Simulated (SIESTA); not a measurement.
Wanted: the native input for a SIESTA 5.4.2 run.

```
Task                : single point
Functional          : PBE
Potentials or basis : PseudoDojo 0.4 standard (PBE files)
Basis               : DZP (energy shift 0.003 Ry; two zetas on semicore shells)
Grid cutoff         : 800 Ry
Energy shift        : 0.003 Ry
k mesh              : 8 × 8 × 8
Occupations         : fermi-dirac, width 0.05 eV
Spin                : no spin polarisation
```

Si2W:

```
W Si
1.0
    -1.60690    1.60690    3.91495
     1.60690   -1.60690    3.91495
     1.60690    1.60690   -3.91495
W Si
1 2
Direct
  0.00000 0.00000 0.00000
  0.66530 0.66530 0.00000
  0.33470 0.33470 0.00000
```

The input as run:

Si2W.fdf

```
SystemName                      Si2W
SystemLabel                     Si2W
NumberOfSpecies                 2
NumberOfAtoms                   3
%block ChemicalSpeciesLabel
  1  74 W
  2  14 Si
%endblock ChemicalSpeciesLabel

LatticeConstant                 1.0 Ang
%block LatticeVectors
    -1.6069000000     1.6069000000     3.9149500000
     1.6069000000    -1.6069000000     3.9149500000
     1.6069000000     1.6069000000    -3.9149500000
%endblock LatticeVectors
AtomicCoordinatesFormat         Ang
%block AtomicCoordinatesAndAtomicSpecies
     0.0000000000     0.0000000000     0.0000000000  1
     0.0000000000     0.0000000000     5.2092324700  2
     0.0000000000     0.0000000000     2.6206675300  2
%endblock AtomicCoordinatesAndAtomicSpecies

%block kgrid.MonkhorstPack
    8   0   0  0.0
    0   8   0  0.0
    0   0   8  0.0
%endblock kgrid.MonkhorstPack
XC.Functional                   GGA
XC.Authors                      PBE
PAO.BasisSize                   DZP
PAO.EnergyShift                 0.003 Ry
Mesh.Cutoff                     800 Ry
OccupationFunction              FD
ElectronicTemperature           0.05 eV
MaxSCFIterations                120
SCF.MustConverge                false
SCF.Mixer.Method                Pulay
SCF.Mixer.Weight                0.25
SCF.Mixer.History               8
SCF.DM.Tolerance                5.0e-05
SCF.H.Tolerance                 1.0e-03 eV
WriteForces                     true
Charge.Mulliken                 end
%block PAO.Basis
  W 5
  n=5 0 2
    3.045 0.000
  n=6 0 2
    7.641 0.000
  n=5 1 2
    3.655 0.000
  n=6 1 1
    7.641
  n=5 2 2
    6.655 0.000
%endblock PAO.Basis
```

Potentials or basis: PseudoDojo 0.4 standard (PBE files), DZP (energy shift 0.003 Ry; two zetas on semicore shells).

Command:

```bash
$ siesta Si2W.fdf > Si2W.out 2>&1
```

It gave:

The pressure is 4.5 GPa and the largest force is 0.110 eV/Å. The band gap on the k mesh is none (metal or under the smearing width).

Caveat: short orbitals over semicore shells can move pressures by several GPa; the basis of atomic orbitals isn't converged, which shifts pressures, moduli and gaps.

Wall time 95 s on 1 thread of Intel(R) Xeon(R) 6975P-C (Granite Rapids), on a shared host, peak memory 0.46 GiB.
